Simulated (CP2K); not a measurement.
# MoS2 (P6_3/mmc) in CP2K: relaxation of cell and atoms with LDA

Aim: the relaxation of cell and atoms of MoS2 with LDA.

Program: CP2K 2026.2. These are calculated values, not measurements. Logs are shortened: lines on timing, memory, paths and dates and some standing lists are left out, and cuts for length are marked.

## 1. The crystal as given

It takes space group P6_3/mmc (No. 194, hexagonal). Conventional cell: a = 3.169 Å, b = 3.169 Å, c = 12.324 Å, α = 90.00°, β = 90.00°, γ = 120.00°. Mo (site symmetry -6m2) has 6 S at 2.41 Å as nearest neighbours. S (site symmetry 3m) has 3 Mo at 2.41 Å as nearest neighbours.

## 2. Relaxation of cell and atoms, LDA

mos2_vcrelax.inp

```
&GLOBAL
  PROJECT mos2_vcrelax
  RUN_TYPE CELL_OPT
  PRINT_LEVEL LOW
&END GLOBAL
&FORCE_EVAL
  METHOD QS
  STRESS_TENSOR ANALYTICAL
  &DFT
    BASIS_SET_FILE_NAME BASIS_MOLOPT_UZH
    POTENTIAL_FILE_NAME GTH_POTENTIALS
    &MGRID
      CUTOFF 450
      REL_CUTOFF 60
      NGRIDS 5
    &END MGRID
    &QS
      METHOD GPW
      EPS_DEFAULT 1.0E-9
      EXTRAPOLATION USE_PREV_P
    &END QS
    &KPOINTS
      SCHEME MONKHORST-PACK 7 7 2
      GAMMA_CENTERED T
    &END KPOINTS
    &SCF
      SCF_GUESS ATOMIC
      EPS_SCF 1.0E-6
      MAX_SCF 100
      ADDED_MOS 24
      CHOLESKY OFF
      EPS_EIGVAL 1.0E-7
      &DIAGONALIZATION ON
        ALGORITHM STANDARD
      &END DIAGONALIZATION
      &MIXING ON
        METHOD BROYDEN_MIXING
        ALPHA 0.4
        BETA 1.5
        NBUFFER 8
      &END MIXING
      &SMEAR ON
        METHOD FERMI_DIRAC
        ELECTRONIC_TEMPERATURE [K] 300.557
      &END SMEAR
    &END SCF
    &XC
      &XC_FUNCTIONAL
        &LDA_X
        &END LDA_X
        &LDA_C_PW
        &END LDA_C_PW
      &END XC_FUNCTIONAL
    &END XC
    &PRINT
      &KPOINTS ON
      &END KPOINTS
      &MULLIKEN ON
        &EACH
          CELL_OPT 0
        &END EACH
        ADD_LAST NUMERIC
      &END MULLIKEN
      &MO ON
        ENERGIES T
        OCCUPATION_NUMBERS T
        &EACH
          QS_SCF 0
          CELL_OPT 0
        &END EACH
        ADD_LAST NUMERIC
      &END MO
      &LOWDIN ON
        &EACH
          CELL_OPT 0
        &END EACH
        ADD_LAST NUMERIC
      &END LOWDIN
      &HIRSHFELD ON
        SHAPE_FUNCTION DENSITY
        &EACH
          CELL_OPT 0
        &END EACH
        ADD_LAST NUMERIC
      &END HIRSHFELD
    &END PRINT
  &END DFT
  &SUBSYS
    &CELL
      A 3.1690000000 0.0000000000 0.0000000000
      B -1.5845000000 2.7444345046 0.0000000000
      C 0.0000000000 0.0000000000 12.3240000000
      PERIODIC XYZ
    &END CELL
    &COORD
      Mo  1.5845000002 0.9148115014 9.2430000000
      Mo  -0.0000000002 1.8296230032 3.0810000000
      S   1.5845000002 0.9148115014 4.6461480000
      S   -0.0000000002 1.8296230032 10.8081480000
      S   1.5845000002 0.9148115014 1.5158520000
      S   -0.0000000002 1.8296230032 7.6778520000
    &END COORD
    &KIND Mo
      BASIS_SET TZVP-MOLOPT-PBE-GTH-q14
      POTENTIAL GTH-PADE-q14
    &END KIND
    &KIND S
      BASIS_SET TZVP-MOLOPT-PBE-GTH-q6
      POTENTIAL GTH-PADE-q6
    &END KIND
    &PRINT
      &ATOMIC_COORDINATES ON
      &END ATOMIC_COORDINATES
      &CELL ON
      &END CELL
      &SYMMETRY ON
      &END SYMMETRY
    &END PRINT
  &END SUBSYS
  &PRINT
    &FORCES ON
    &END FORCES
    &STRESS_TENSOR ON
    &END STRESS_TENSOR
  &END PRINT
&END FORCE_EVAL
&MOTION
  &CELL_OPT
    OPTIMIZER BFGS
    MAX_ITER 40
    MAX_FORCE [eV*angstrom^-1] 0.02
    RMS_FORCE [eV*angstrom^-1] 0.02
    MAX_DR 1.0E-2
    RMS_DR 1.0E-2
    EXTERNAL_PRESSURE [bar] 0.0
    PRESSURE_TOLERANCE [bar] 500
  &END CELL_OPT
  &PRINT
    &TRAJECTORY ON
    &END TRAJECTORY
    &CELL ON
    &END CELL
    &FORCES ON
    &END FORCES
    &STRESS ON
    &END STRESS
    &RESTART OFF
    &END RESTART
    &RESTART_HISTORY OFF
    &END RESTART_HISTORY
  &END PRINT
&END MOTION
```

Potentials or basis: GTH_POTENTIALS Mo GTH-PADE-q14, S GTH-PADE-q6; TZVP-MOLOPT-PBE-GTH basis.

Command:

```
$ OMP_NUM_THREADS=2 cp2k.psmp -i mos2_vcrelax.inp -o mos2_vcrelax.out
```

mos2_vcrelax.out:

```text

 CP2K| version string:                                       CP2K version 2026.2
 CP2K| Input file name                                          mos2_vcrelax.inp

 GLOBAL| Force Environment number                                              1
 GLOBAL| Basis set file name                                    BASIS_MOLOPT_UZH
 GLOBAL| Potential file name                                      GTH_POTENTIALS
 GLOBAL| MM Potential file name                                     MM_POTENTIAL
 GLOBAL| Coordinate file name                                      __STD_INPUT__
 GLOBAL| Method name                                                        CP2K
 GLOBAL| Project name                                               mos2_vcrelax
 GLOBAL| Run type                                                       CELL_OPT
 GLOBAL| FFT library                                                       FFTW3
 GLOBAL| Diagonalization library                                       ScaLAPACK
 GLOBAL| Cholesky decomposition library                                ScaLAPACK
 GLOBAL| DGEMM library                                                      BLAS
 GLOBAL| Direct generalized diagonalization requested                          F
 GLOBAL| Matrix multiplication library                                 ScaLAPACK
 GLOBAL| Global print level                                                  LOW
 GLOBAL| Total number of message passing processes                             1
 GLOBAL| Number of threads for this process                                    2
 GLOBAL| CPU model name                                                  UNKNOWN

 CELL| Volume [angstrom^3]:                                           107.183220
 CELL| Vector a [angstrom]:       3.169     0.000     0.000   |a| =     3.169000
 CELL| Vector b [angstrom]:      -1.585     2.744     0.000   |b| =     3.169000
 CELL| Vector c [angstrom]:       0.000     0.000    12.324   |c| =    12.324000
 CELL| Angle (b,c), alpha [degree]:                                    90.000000
 CELL| Angle (a,c), beta  [degree]:                                    90.000000
 CELL| Angle (a,b), gamma [degree]:                                   120.000000
 CELL| Numerically orthorhombic:                                              NO
 CELL| Periodicity                                                           XYZ

 CELL_REF| Volume [angstrom^3]:                                       107.183220
 CELL_REF| Vector a [angstrom     3.169     0.000     0.000   |a| =     3.169000
 CELL_REF| Vector b [angstrom    -1.585     2.744     0.000   |b| =     3.169000
 CELL_REF| Vector c [angstrom     0.000     0.000    12.324   |c| =    12.324000
 CELL_REF| Angle (b,c), alpha [degree]:                                90.000000
 CELL_REF| Angle (a,c), beta  [degree]:                                90.000000
 CELL_REF| Angle (a,b), gamma [degree]:                               120.000000
 CELL_REF| Numerically orthorhombic:                                          NO
 CELL_REF| Periodicity                                                       XYZ
[... 10 lines left out ...]

  Total number of            - Atomic kinds:                                   2
                             - Atoms:                                          6
                             - Shell sets:                                     6
                             - Shells:                                        50
                             - Primitive Cartesian functions:                 28
                             - Cartesian basis functions:                    154
                             - Spherical basis functions:                    138

  Maximum angular momentum of- Orbital basis functions:                        3
                             - Local part of the GTH pseudopotential:          2
                             - Non-local part of the GTH pseudopotential:      4

 MODULE QUICKSTEP: ATOMIC COORDINATES IN ANGSTROM

   Atom Kind Element         X             Y             Z       Z(eff)     Mass
      1    1 Mo   42      1.584500      0.914812      9.243000  14.0000  95.9600
      2    1 Mo   42     -0.000000      1.829623      3.081000  14.0000  95.9600
      3    2 S    16      1.584500      0.914812      4.646148   6.0000  32.0650
      4    2 S    16     -0.000000      1.829623     10.808148   6.0000  32.0650
      5    2 S    16      1.584500      0.914812      1.515852   6.0000  32.0650
      6    2 S    16     -0.000000      1.829623      7.677852   6.0000  32.0650

 Crystal Symmetry Information
       International Symbol:                                            P6_3/mmc
       Point Group Symbol:                                                 6/mmm
       Schoenflies Symbol:                                                 D6h^4
       Number of Symmetry Operations:                                         24
[... 203 lines left out ...]
 OPT| RMS step size is converged                                             YES
 OPT|
 OPT| Maximum gradient                                              0.0002456019
 OPT| Convergence limit for maximum gradient                        0.0003889381
 OPT| Maximum gradient is converged                                          YES
 OPT|
 OPT| RMS gradient                                                  0.0001023166
 OPT| Convergence limit for RMS gradient                            0.0003889381
 OPT| RMS gradient is converged                                              YES
 OPT|
 OPT| Pressure deviation [bar]                                      3.8366646121
 OPT| Pressure tolerance [bar]                                    500.0000000000
 OPT| Pressure is converged                                                  YES
 OPT| **************************************************************************

 *******************************************************************************
 ***                    GEOMETRY OPTIMIZATION COMPLETED                      ***
 *******************************************************************************

 write_final_structure: Optimization converged, writing XYZ file gladly:
  mos2_vcrelax-FINAL-1_17.xyz

 write_final_structure: Optimization converged, writing CIF file gladly:
  mos2_vcrelax-FINAL-1_17.cif

 write_final_structure: Done!

                    Reevaluating energy at the minimum

 CELL| Volume [angstrom^3]:                                           101.962877
 CELL| Vector a [angstrom]:       3.121     0.000     0.000   |a| =     3.120591
 CELL| Vector b [angstrom]:      -1.560     2.702     0.000   |b| =     3.120575
 CELL| Vector c [angstrom]:       0.000    -0.000    12.091   |c| =    12.090814
 CELL| Angle (b,c), alpha [degree]:                                    90.000000
 CELL| Angle (a,c), beta  [degree]:                                    90.000000
 CELL| Angle (a,b), gamma [degree]:                                   120.003554
 CELL| Numerically orthorhombic:                                              NO
 CELL| Periodicity                                                           XYZ

 Extrapolation method: previous_p

 Number of electrons:                                                         52
 Number of occupied orbitals:                                                 26
 Number of molecular orbitals:                                                50

 Number of orbital functions:                                                138
 Number of independent orbital functions:                                    138

 SCF WAVEFUNCTION OPTIMIZATION

  Step     Update method      Time    Convergence         Total energy    Change
  ------------------------------------------------------------------------------
     1 Broy./Diag. 0.40E+00    2.0     0.00000061      -177.6267452401 -1.78E+02

  *** SCF run converged in     1 steps ***

  Electronic density on regular grids:        -52.0000000003       -0.0000000003
  Core density on regular grids:               51.9999999621       -0.0000000379
  Total charge density on r-space grids:       -0.0000000383
  Total charge density g-space grids:          -0.0000000383

  Overlap energy of the core charge distribution:               0.00000000001301
  Self energy of the core charge distribution:               -353.88369891633357
  Core Hamiltonian energy:                                     81.14100023314751
  Hartree energy:                                             119.83801214617776
  Exchange-correlation energy:                                -24.72205870301377
  Electronic entropic energy:                                  -0.00000000007833
  Fermi energy:                                                 0.35824019592156

  Total energy:                                              -177.62674524008739
  Total energy (extrapolated to T->0):                       -177.62674524004822

 MO| EIGENVALUES AND OCCUPATION NUMBERS FOR K POINT 1
 MO|
 MO|  Index      Eigenvalue [a.u.]        Eigenvalue [eV]             Occupation
 MO|      1              -1.887463             -51.360478               2.000000
 MO|      2              -1.887350             -51.357399               2.000000
 MO|      3              -0.960394             -26.133660               2.000000
 MO|      4              -0.960368             -26.132941               2.000000
 MO|      5              -0.951400             -25.888916               2.000000
 MO|      6              -0.951205             -25.883596               2.000000
[... 783 lines left out ...]
 MO|     49               0.921217              25.067592               0.000000
 MO|     50               0.921217              25.067593               0.000000
 MO| Sum:                                                              52.000000
 MO| E(Fermi):            0.358240 a.u.          9.748211 eV
 MO| Band gap:            0.120859 a.u.          3.288747 eV

 [... the levels of further k-points ...]

 !-----------------------------------------------------------------------------!
                     Mulliken Population Analysis

 #  Atom  Element  Kind  Atomic population                           Net charge
       1     Mo       1         14.744218                             -0.744218
       2     Mo       1         14.744218                             -0.744218
       3     S        2          5.627891                              0.372109
       4     S        2          5.627891                              0.372109
       5     S        2          5.627891                              0.372109
       6     S        2          5.627891                              0.372109
 # Total charge                             52.000000                  0.000000

 !-----------------------------------------------------------------------------!

 !-----------------------------------------------------------------------------!
                           Hirshfeld Charges

  #Atom  Element  Kind  Ref Charge     Population                    Net charge
      1       Mo     1      14.000         13.783                         0.217
      2       Mo     1      14.000         13.783                         0.217
      3       S      2       6.000          6.108                        -0.108
      4       S      2       6.000          6.108                        -0.108
      5       S      2       6.000          6.108                        -0.108
      6       S      2       6.000          6.108                        -0.108

  Total Charge                                                           -0.000
 !-----------------------------------------------------------------------------!

 LOWDIN POPULATION ANALYSIS

 #  Atom  Element  Kind  Atomic population                           Net charge
       1     Mo       1         15.772747                             -1.772747
       2     Mo       1         15.772747                             -1.772747
       3     S        2          5.113626                              0.886374
       4     S        2          5.113627                              0.886373
       5     S        2          5.113626                              0.886374
       6     S        2          5.113627                              0.886373
 # Total charge                             52.000000                  0.000000

 ENERGY| Total FORCE_EVAL ( QS ) energy [hartree]           -177.626745240087388
```

Wall time 8.8 min (2 threads of Arm Neoverse V1, shared host); peak memory 0.61 GiB.

Results:

```yaml
Free_energy: -4833.4695 eV
Relaxed_volume: 16.99 Å³/atom
Relaxed_cell: a = 3.121 Å, b = 3.121 Å, c = 12.091 Å, α = 90.00°, β = 90.00°, γ = 120.00°
Space_group_after_relaxing_to_0.05_Å: P6_3/mmc (No. 194)
Pressure_after_relaxing: 0.0 GPa
Largest_force_after_relaxing: 0.014 eV/Å
Band_gap_on_the_k_mesh: 0.87 eV, indirect (least direct gap 2.15 eV)
Mulliken_charges: Mo -0.74; S +0.37 e
Hirshfeld_charges: Mo +0.22; S -0.11 e
```

Forces on the atoms (eV/Å):
```
Mo   0.012 -0.007  0.000
Mo  -0.012  0.007  0.000
S    0.006 -0.004 -0.002
S   -0.006  0.004 -0.002
S    0.006 -0.004  0.002
S   -0.006  0.004  0.002
```

Step by step:
```
step  energy change (eV)  largest force (eV/Å)  volume (Å³)
   1              0.0000                0.0696       106.26
   2             -0.0223                0.1785       104.32
   3             -0.0237                0.1471       104.28
   4             -0.0277                0.0487       103.81
   5             -0.0279                0.0385       103.79
   6             -0.0285                0.0288       103.69
   7             -0.0286                0.0368       103.69
   8             -0.0288                0.0293       103.68
   9             -0.0289                0.0136       103.67
  10             -0.0290                0.0152       103.66
  11             -0.0291                0.0319       103.63
  12             -0.0293                0.0664       103.55
  13             -0.0299                0.1118       103.35
  14             -0.0311                0.1565       102.93
  15             -0.0327                0.1549       102.33
  16             -0.0337                0.0850       101.96
  17             -0.0340                0.0143       101.96
  18             -0.0340                0.0143       101.96
```

Final structure:
```yaml
crystal:
  lattice:
    - [3.12059, 0.00000, 0.00000]
    - [-1.56046, 2.70240, 0.00000]
    - [0.00000, 0.00000, 12.09081]
  atoms:
    - { symbol: Mo, position: [0.66658, 0.33342, 0.75000] }
    - { symbol: Mo, position: [0.33342, 0.66658, 0.25000] }
    - { symbol: S, position: [0.66663, 0.33337, 0.37981] }
    - { symbol: S, position: [0.33337, 0.66663, 0.87981] }
    - { symbol: S, position: [0.66663, 0.33337, 0.12019] }
    - { symbol: S, position: [0.33337, 0.66663, 0.62019] }
```

Caveat: Mulliken charges move with the basis; the printed path begins after the first move; an odd mesh through Γ misses points on the zone boundary, where band edges often lie; the basis of atomic orbitals isn't converged, which shifts pressures, moduli and gaps.
